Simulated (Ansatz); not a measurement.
# SrTiO₃ (Pm-3m), random displacements

All numbers below come from DFT PBEsol, scalar-relativistic, plane waves, PAW (Ansatz 0.2.0). Settings: plane waves to 420 eV, k-mesh 8×8×8 (Γ-centred), Gaussian smearing 0.05 eV. No spin polarisation. Energies are free energies at this smearing, counted from the undisturbed cell; pressure is positive in compression.

The undisturbed cell (relaxed at this level; it needn't be the usual structure):

```
Sr Ti O
1.0
     3.89112    0.00000    0.00000
     0.00000    3.89112    0.00000
     0.00000    0.00000    3.89112
Sr Ti O
1 1 3
Cartesian
  0.0000 0.0000 0.0000
  1.9456 1.9456 1.9456
  0.0000 1.9456 1.9456
  1.9456 0.0000 1.9456
  1.9456 1.9456 0.0000
```

The atoms are displaced (Å, in the unstrained cell):

```
atom ux uy uz
 Sr1  -0.634  -0.018   0.080
 Ti2  -0.038   0.258  -0.166
  O3   0.224   0.035  -0.064
  O4   0.186  -0.410   0.248
  O5   0.262   0.134  -0.098
```

Strain (Voigt, engineering shear): (-0.0310, 0.0184, 0.0597, 0.2452, -0.0596, -0.0666).

Q: What are the energy change, the stress and the forces?

A: ΔE = 1367.7 meV/atom; stress (xx, yy, zz, yz, xz, xy; compression positive) (43.16, 71.83, 30.43, -5.98, 3.43, 18.74) GPa; gap on the mesh 2.52 eV.
```
atom Fx (eV/Å) Fy Fz
 Sr1       4.58    4.35  -0.69
 Ti2       2.30  -14.05  -2.69
  O3      -5.75   -1.67   0.08
  O4       0.68   16.17  -0.02
  O5      -1.80   -4.80   3.33
```

Symmetry holds off the tilts and polar distortions that many cubic perovskites undergo.

Cost: 1 run of about 0.88 core-minutes, on Arm Neoverse V1 (shared hosts).